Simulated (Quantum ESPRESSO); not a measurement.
# GaAs (F-43m) in Quantum ESPRESSO: a series of runs

Aim: see how the results for GaAs move with the level of theory and the settings. Levels: PBE, LDA. Tasks: band structure, single point, equation of state.

Everything below comes from runs of Quantum ESPRESSO 7.5. Logs are shortened: lines on timing, memory, paths and dates and some standing lists are left out, and cuts for length are marked.

**The experiment to reproduce.**

From “Evidence of valence band perturbations in GaAsN/GaAs(001): A combined variable-angle spectroscopic ellipsometry and modulated photoreflectance investigation”, 2008, arxiv:0805.2212, for a bulk crystal of GaAs at 300 K: band gap 1.418 ± 0.005 eV (direct).

How close the calculation comes is told below.

## 1. The crystal as given

Symmetry: F-43m, No. 216, cubic system. The conventional cell has a = 5.654 Å, b = 5.654 Å, c = 5.654 Å, α = 90.00°, β = 90.00°, γ = 90.00°. As (site symmetry -43m) has 4 Ga at 2.45 Å as nearest neighbours. Ga (site symmetry -43m) is surrounded by 4 As at 2.45 Å.

## 2. Band structure, PBE, spin-orbit coupling, no magnetisation

File pw.in:

```
&CONTROL
  calculation = 'scf'
  prefix = 'pwscf'
  outdir = './tmp'
  pseudo_dir = './pseudo'
  tprnfor = .true.
  tstress = .true.
  disk_io = 'low'
/
&SYSTEM
  ibrav = 0
  nat = 2
  ntyp = 2
  ecutwfc = 84
  nbnd = 42
  occupations = 'smearing'
  smearing = 'fd'
  degauss = 0.00367493
  noncolin = .true.
  lspinorb = .true.
/
&ELECTRONS
  conv_thr = 4d-10
  electron_maxstep = 120
  mixing_beta = 0.5
/
ATOMIC_SPECIES
As    74.9216 As.upf
Ga    69.7230 Ga.upf
CELL_PARAMETERS angstrom
   0.0000000000    2.8268500000    2.8268500000
   2.8268500000    0.0000000000    2.8268500000
   2.8268500000    2.8268500000    0.0000000000
ATOMIC_POSITIONS crystal
As     0.7500000000    0.7500000000    0.7500000000
Ga     0.0000000000    0.0000000000    0.0000000000
K_POINTS automatic
8 8 8 0 0 0
```

File pp_density.in:

```
&INPUTPP
  prefix = 'pwscf'
  outdir = './tmp'
  filplot = 'density.dat'
  plot_num = 0
/
&PLOT
  nfile = 1
  filepp(1) = 'density.dat'
  iflag = 3
  output_format = 6
  fileout = 'density.cube'
/
```

File pp_potential.in:

```
&INPUTPP
  prefix = 'pwscf'
  outdir = './tmp'
  filplot = 'potential.dat'
  plot_num = 11
/
&PLOT
  nfile = 1
  filepp(1) = 'potential.dat'
  iflag = 3
  output_format = 6
  fileout = 'potential.cube'
/
```

File bands.in:

```
&CONTROL
  calculation = 'bands'
  prefix = 'pwscf'
  outdir = './tmp'
  pseudo_dir = './pseudo'
  disk_io = 'low'
  verbosity = 'high'
/
&SYSTEM
  ibrav = 0
  nat = 2
  ntyp = 2
  ecutwfc = 84
  nbnd = 42
  occupations = 'smearing'
  smearing = 'fd'
  degauss = 0.00367493
  noncolin = .true.
  lspinorb = .true.
/
&ELECTRONS
  conv_thr = 1d-08
  electron_maxstep = 120
  mixing_beta = 0.5
  diago_full_acc = .true.
/
ATOMIC_SPECIES
As    74.9216 As.upf
Ga    69.7230 Ga.upf
CELL_PARAMETERS angstrom
   0.0000000000    2.8268500000    2.8268500000
   2.8268500000    0.0000000000    2.8268500000
   2.8268500000    2.8268500000    0.0000000000
ATOMIC_POSITIONS crystal
As     0.7500000000    0.7500000000    0.7500000000
Ga     0.0000000000    0.0000000000    0.0000000000
K_POINTS crystal
60
 0.0000000000  0.0000000000  0.0000000000 1
 0.0625000000  0.0000000000  0.0625000000 1
 0.1250000000  0.0000000000  0.1250000000 1
 0.1875000000  0.0000000000  0.1875000000 1
 0.2500000000  0.0000000000  0.2500000000 1
 0.3125000000  0.0000000000  0.3125000000 1
 0.3750000000  0.0000000000  0.3750000000 1
 0.4375000000  0.0000000000  0.4375000000 1
 0.5000000000  0.0000000000  0.5000000000 1
 0.5000000000  0.0625000000  0.5625000000 1
 0.5000000000  0.1250000000  0.6250000000 1
 0.5000000000  0.1875000000  0.6875000000 1
 0.5000000000  0.2500000000  0.7500000000 1
 0.4375000000  0.3125000000  0.7500000000 1
 0.3750000000  0.3750000000  0.7500000000 1
 0.3375000000  0.3375000000  0.6750000000 1
 0.3000000000  0.3000000000  0.6000000000 1
 0.2625000000  0.2625000000  0.5250000000 1
 0.2250000000  0.2250000000  0.4500000000 1
 0.1875000000  0.1875000000  0.3750000000 1
 0.1500000000  0.1500000000  0.3000000000 1
 0.1125000000  0.1125000000  0.2250000000 1
 0.0750000000  0.0750000000  0.1500000000 1
 0.0375000000  0.0375000000  0.0750000000 1
 0.0000000000  0.0000000000  0.0000000000 1
 0.0625000000  0.0625000000  0.0625000000 1
 0.1250000000  0.1250000000  0.1250000000 1
 0.1875000000  0.1875000000  0.1875000000 1
 0.2500000000  0.2500000000  0.2500000000 1
 0.3125000000  0.3125000000  0.3125000000 1
 0.3750000000  0.3750000000  0.3750000000 1
 0.4375000000  0.4375000000  0.4375000000 1
 0.5000000000  0.5000000000  0.5000000000 1
 0.5250000000  0.4500000000  0.5250000000 1
 0.5500000000  0.4000000000  0.5500000000 1
 0.5750000000  0.3500000000  0.5750000000 1
 0.6000000000  0.3000000000  0.6000000000 1
 0.6250000000  0.2500000000  0.6250000000 1
 0.5833333333  0.2500000000  0.6666666667 1
 0.5416666667  0.2500000000  0.7083333333 1
 0.5000000000  0.2500000000  0.7500000000 1
 0.5000000000  0.2857142857  0.7142857143 1
 0.5000000000  0.3214285714  0.6785714286 1
 0.5000000000  0.3571428571  0.6428571429 1
 0.5000000000  0.3928571429  0.6071428571 1
 0.5000000000  0.4285714286  0.5714285714 1
 0.5000000000  0.4642857143  0.5357142857 1
 0.5000000000  0.5000000000  0.5000000000 1
 0.4821428571  0.4821428571  0.5357142857 1
 0.4642857143  0.4642857143  0.5714285714 1
 0.4464285714  0.4464285714  0.6071428571 1
 0.4285714286  0.4285714286  0.6428571429 1
 0.4107142857  0.4107142857  0.6785714286 1
 0.3928571429  0.3928571429  0.7142857143 1
 0.3750000000  0.3750000000  0.7500000000 1
 0.6250000000  0.2500000000  0.6250000000 1
 0.5937500000  0.1875000000  0.5937500000 1
 0.5625000000  0.1250000000  0.5625000000 1
 0.5312500000  0.0625000000  0.5312500000 1
 0.5000000000  0.0000000000  0.5000000000 1
```

Potentials or basis: PseudoDojo 0.4 FR PBE standard.

Command:

```bash
$ OMP_NUM_THREADS=1 pw.x -in pw.in > pw.out
$ OMP_NUM_THREADS=1 pp.x -in pp_density.in > pp_density.out
$ OMP_NUM_THREADS=1 pp.x -in pp_potential.in > pp_potential.out
$ OMP_NUM_THREADS=1 pw.x -in bands.in > bands.out
```

pw.out:

```text
This program is part of the open-source Quantum ESPRESSO suite
     for quantum simulation of materials; please cite
[... 9 lines left out ...]
     --------------------
     sticks:   dense  smooth     PW     G-vecs:    dense   smooth      PW
     Sum        1333    1333    379                31775    31775    5029

     Using Slab Decomposition

     bravais-lattice index     =            0
     lattice parameter (alat)  =       7.5547  a.u.
     unit-cell volume          =     304.8842 (a.u.)^3
     number of atoms/cell      =            2
     number of atomic types    =            2
     number of electrons       =        28.00
     number of Kohn-Sham states=           42
     kinetic-energy cutoff     =      84.0000  Ry
     charge density cutoff     =     336.0000  Ry
     scf convergence threshold =      4.0E-10
     mixing beta               =       0.5000
     number of iterations used =            8  plain     mixing
     Exchange-correlation= PBE
                           (   1   4   3   4   0   0   0)
     Non magnetic calculation with spin-orbit

     celldm(1)=   7.554690  celldm(2)=   0.000000  celldm(3)=   0.000000
     celldm(4)=   0.000000  celldm(5)=   0.000000  celldm(6)=   0.000000

     crystal axes: (cart. coord. in units of alat)
               a(1) = (   0.000000   0.707107   0.707107 )
               a(2) = (   0.707107   0.000000   0.707107 )
               a(3) = (   0.707107   0.707107   0.000000 )

     reciprocal axes: (cart. coord. in units 2 pi/alat)
               b(1) = ( -0.707107  0.707107  0.707107 )
               b(2) = (  0.707107 -0.707107  0.707107 )
               b(3) = (  0.707107  0.707107 -0.707107 )

     PseudoPot. # 1 for As read from file:
     As.upf
     Pseudo is Norm-conserving + core correction, Zval = 15.0
     Generated using ONCVPSP code by D. R. Hamann
     Using radial grid of 1358 points, 10 beta functions with:
                l(1) =   0
                l(2) =   0
                l(3) =   1
                l(4) =   1
                l(5) =   1
                l(6) =   1
                l(7) =   2
                l(8) =   2
                l(9) =   2
               l(10) =   2

     PseudoPot. # 2 for Ga read from file:
     Ga.upf
     Pseudo is Norm-conserving + core correction, Zval = 13.0
     Generated using ONCVPSP code by D. R. Hamann
     Using radial grid of 1926 points, 10 beta functions with:
                l(1) =   0
                l(2) =   0
                l(3) =   1
                l(4) =   1
                l(5) =   1
                l(6) =   1
                l(7) =   2
                l(8) =   2
                l(9) =   2
               l(10) =   2

     atomic species   valence    mass     pseudopotential
     As               15.00    74.92160     As( 1.00)
     Ga               13.00    69.72300     Ga( 1.00)

     24 Sym. Ops. (no inversion) found

   Cartesian axes

     site n.     atom                  positions (alat units)
         1        As     tau(   1) = (   1.0606602   1.0606602   1.0606602  )
         2        Ga     tau(   2) = (   0.0000000   0.0000000   0.0000000  )

     number of k points=    29  Fermi-Dirac smearing, width (Ry)=  0.0037
                       cart. coord. in units 2pi/alat
        k(    1) = (   0.0000000   0.0000000   0.0000000), wk =   0.0019531
        k(    2) = (   0.0883883   0.0883883  -0.0883883), wk =   0.0156250
        k(    3) = (   0.1767767   0.1767767  -0.1767767), wk =   0.0156250
        k(    4) = (   0.2651650   0.2651650  -0.2651650), wk =   0.0156250
        k(    5) = (  -0.3535534  -0.3535534   0.3535534), wk =   0.0078125
        k(    6) = (   0.1767767   0.0000000   0.0000000), wk =   0.0117188
[... 21 lines left out ...]
        k(   28) = (  -0.7071068   0.1767767  -0.0000000), wk =   0.0234375
        k(   29) = (  -0.7071068   0.3535534   0.0000000), wk =   0.0117188

     Dense  grid:    31775 G-vectors     FFT dimensions: (  45,  45,  45)

     Initial potential from superposition of free atoms

     starting charge      27.9971, renormalised to      28.0000
     Starting wfcs are   36 randomized atomic wfcs +    6 random wfcs

     Self-consistent Calculation

     iteration #  1     ecut=    84.00 Ry     beta= 0.50
     Davidson diagonalization with overlap
     ethr =  1.00E-02,  avg # of iterations =  5.4

     Threshold (ethr) on eigenvalues was too large:
     Diagonalizing with lowered threshold

     Davidson diagonalization with overlap
     ethr =  1.72E-04,  avg # of iterations =  3.4

     total energy              =    -365.04869964 Ry
     estimated scf accuracy    <       0.04828995 Ry
[... 50 lines left out ...]
     iteration #  9     ecut=    84.00 Ry     beta= 0.50
     Davidson diagonalization with overlap
     ethr =  3.34E-12,  avg # of iterations =  2.0

     End of self-consistent calculation

          k = 0.0000 0.0000 0.0000 (  3839 PWs)   bands (ev):

   -26.8208 -26.8208 -26.8208 -26.8208 -26.0974 -26.0974 -26.0915 -26.0915
   -26.0915 -26.0915  -6.2507  -6.2507  -6.2507  -6.2507  -5.8248  -5.8248
    -5.7725  -5.7725  -5.7725  -5.7725  -3.9221  -3.9221   8.5800   8.5800
     8.9147   8.9147   8.9147   8.9147   9.3228   9.3228  12.4221  12.4221
    12.6082  12.6082  12.6082  12.6082  16.4093  16.4093  18.9701  18.9701
    18.9701  18.9702
[... 165 lines left out ...]
   -26.8204 -26.8203 -26.8200 -26.8200 -26.0966 -26.0964 -26.0912 -26.0911
   -26.0908 -26.0908  -6.3100  -6.2720  -6.2339  -6.2220  -5.8814  -5.8146
    -5.7769  -5.7763  -5.7620  -5.7531  -1.4597  -1.4595   2.1557   2.2044
     4.9172   4.9756   6.5475   6.5496  10.7706  10.7743  13.4140  13.4769
    16.7375  16.7589  16.8871  16.8914  17.4285  17.5262  19.3883  19.3886
    23.0793  23.0836

          k =-0.7071 0.0000 0.0000 (  3984 PWs)   bands (ev):

   -26.8204 -26.8204 -26.8200 -26.8200 -26.0966 -26.0966 -26.0911 -26.0911
   -26.0908 -26.0908  -6.2935  -6.2935  -6.2294  -6.2294  -5.8474  -5.8474
    -5.7717  -5.7717  -5.7556  -5.7556  -1.4230  -1.4230   1.9925   1.9925
     6.0854   6.0854   6.1695   6.1695  10.2757  10.2757  10.4688  10.4688
    18.9375  18.9375  18.9937  18.9937  19.8026  19.8026  22.1182  22.1203
    22.2493  22.2521
[... 48 lines left out ...]
   -26.8205 -26.8203 -26.8201 -26.8201 -26.0967 -26.0964 -26.0913 -26.0912
   -26.0909 -26.0908  -6.3093  -6.2678  -6.2340  -6.2235  -5.8851  -5.8032
    -5.7896  -5.7778  -5.7581  -5.7561  -1.6681  -1.6660   2.4202   2.4742
     4.9651   5.0343   6.4818   6.5099  12.1197  12.1723  14.0220  14.0710
    14.1947  14.2988  16.5098  16.5514  17.4972  17.5759  19.2592  19.2727
    22.8959  22.9253

          k =-0.7071 0.1768-0.0000 (  3972 PWs)   bands (ev):

   -26.8205 -26.8203 -26.8200 -26.8200 -26.0966 -26.0964 -26.0911 -26.0911
   -26.0909 -26.0908  -6.3089  -6.2758  -6.2314  -6.2247  -5.8766  -5.8198
    -5.7754  -5.7685  -5.7653  -5.7527  -1.3948  -1.3944   2.0625   2.0979
     5.6059   5.6996   5.7566   5.7861  11.3518  11.3861  11.5354  11.6044
    16.9205  16.9838  17.1138  17.2129  19.7206  19.9158  21.0835  21.1881
    22.1270  22.2057

          k =-0.7071 0.3536 0.0000 (  3972 PWs)   bands (ev):

   -26.8204 -26.8202 -26.8201 -26.8201 -26.0966 -26.0964 -26.0911 -26.0910
   -26.0910 -26.0909  -6.3145  -6.2687  -6.2299  -6.2224  -5.8911  -5.8011
    -5.7844  -5.7759  -5.7592  -5.7559  -1.3659  -1.3652   2.1516   2.2077
     5.2055   5.3272   5.4497   5.4893  13.3171  13.5060  13.5298  13.5632
    14.1712  14.2718  14.8563  14.8616  19.7828  19.9721  21.0301  21.1412
    22.0661  22.1794

     the Fermi energy is     9.1373 ev

!    total energy              =    -365.05489828 Ry
     estimated scf accuracy    <          2.7E-11 Ry
     smearing contrib. (-TS)   =      -0.00000356 Ry
     internal energy E=F+TS    =    -365.05489472 Ry

     The total energy is F=E-TS. E is the sum of the following terms:
     one-electron contribution =    -191.98726984 Ry
     hartree contribution      =     114.69506951 Ry
     xc contribution           =     -89.40986061 Ry
     ewald contribution        =    -198.35283378 Ry

     convergence has been achieved in   9 iterations

     Forces acting on atoms (cartesian axes, Ry/au):

     atom    1 type  1   force =     0.00000000    0.00000000    0.00000000
     atom    2 type  2   force =    -0.00000000   -0.00000000    0.00000000

     Total force =     0.000000     Total SCF correction =     0.000000

     Computing stress (Cartesian axis) and pressure

          total   stress  (Ry/bohr**3)                   (kbar)     P=       34.28
   0.00023302   0.00000000   0.00000000           34.28        0.00        0.00
   0.00000000   0.00023302   0.00000000            0.00       34.28        0.00
   0.00000000   0.00000000   0.00023302            0.00        0.00       34.28

=------------------------------------------------------------------------------=
   JOB DONE.
=------------------------------------------------------------------------------=
```

Wall time 7.8 min (1 thread of AMD EPYC 7R43 (Zen 3), shared host); peak memory 0.36 GiB.

Results:

- Free energy: -4966.8249 eV
- Pressure: 3.4 GPa
- Band gap on the k mesh: 0.41 eV, direct
- Band gap along the path: 0.41 eV, direct

Levels at the corners of the path, in eV from the valence-band top:
| point | band 25 | band 26 | band 27 | band 28 | band 29 | band 30 | band 31 | band 32 |
| --- | --- | --- | --- | --- | --- | --- | --- | --- |
| Γ | 0.00 | 0.00 | 0.00 | 0.00 | 0.41 | 0.41 | 3.51 | 3.51 |
| X | -2.83 | -2.83 | -2.75 | -2.75 | 1.36 | 1.36 | 1.55 | 1.55 |
| W | -3.71 | -3.59 | -3.47 | -3.43 | 4.40 | 4.59 | 4.62 | 4.65 |
| K | -4.00 | -3.94 | -2.37 | -2.37 | 1.86 | 1.86 | 4.50 | 4.56 |
| Γ | 0.00 | 0.00 | 0.00 | 0.00 | 0.41 | 0.41 | 3.51 | 3.51 |
| L | -1.36 | -1.36 | -1.15 | -1.15 | 0.89 | 0.89 | 4.49 | 4.49 |
| U | -4.00 | -3.94 | -2.37 | -2.37 | 1.86 | 1.86 | 4.50 | 4.56 |
| W | -3.71 | -3.59 | -3.47 | -3.43 | 4.40 | 4.59 | 4.62 | 4.65 |
| L | -1.36 | -1.36 | -1.15 | -1.15 | 0.89 | 0.89 | 4.49 | 4.49 |
| K | -4.00 | -3.94 | -2.37 | -2.37 | 1.86 | 1.86 | 4.50 | 4.56 |
| U | -4.00 | -3.94 | -2.37 | -2.37 | 1.86 | 1.86 | 4.50 | 4.56 |
| X | -2.83 | -2.83 | -2.75 | -2.75 | 1.36 | 1.36 | 1.55 | 1.55 |

Caveat: some levels on the path didn't converge.

## 3. Single point, LDA, 21.23 Å³/atom

File pw.in:

```
&CONTROL
  calculation = 'scf'
  prefix = 'pwscf'
  outdir = './tmp'
  pseudo_dir = './pseudo'
  tprnfor = .true.
  tstress = .true.
  disk_io = 'nowf'
/
&SYSTEM
  ibrav = 0
  nat = 2
  ntyp = 2
  ecutwfc = 80
  nbnd = 21
  occupations = 'smearing'
  smearing = 'fd'
  degauss = 0.00367493
/
&ELECTRONS
  conv_thr = 4d-10
  electron_maxstep = 120
  mixing_beta = 0.5
/
ATOMIC_SPECIES
As    74.9216 As.upf
Ga    69.7230 Ga.upf
CELL_PARAMETERS angstrom
   0.0000000000    2.7691429914    2.7691429914
   2.7691429914    0.0000000000    2.7691429914
   2.7691429914    2.7691429914    0.0000000000
ATOMIC_POSITIONS crystal
As     0.7500000000    0.7500000000    0.7500000000
Ga     0.0000000000    0.0000000000    0.0000000000
K_POINTS automatic
8 8 8 0 0 0
```

Potentials or basis: PseudoDojo 0.4.1 SR LDA standard.

Command:

```bash
$ OMP_NUM_THREADS=1 pw.x -in pw.in > pw.out
```

Wall time 44 s (1 thread of AMD EPYC 7R43 (Zen 3), shared host); peak memory 0.09 GiB.

It converged, with:

```yaml
Free_energy: -4962.3180 eV
Pressure: 2.6 GPa
Band_gap_on_the_k_mesh: 0.75 eV, direct
```

[end of part 1 of 2]
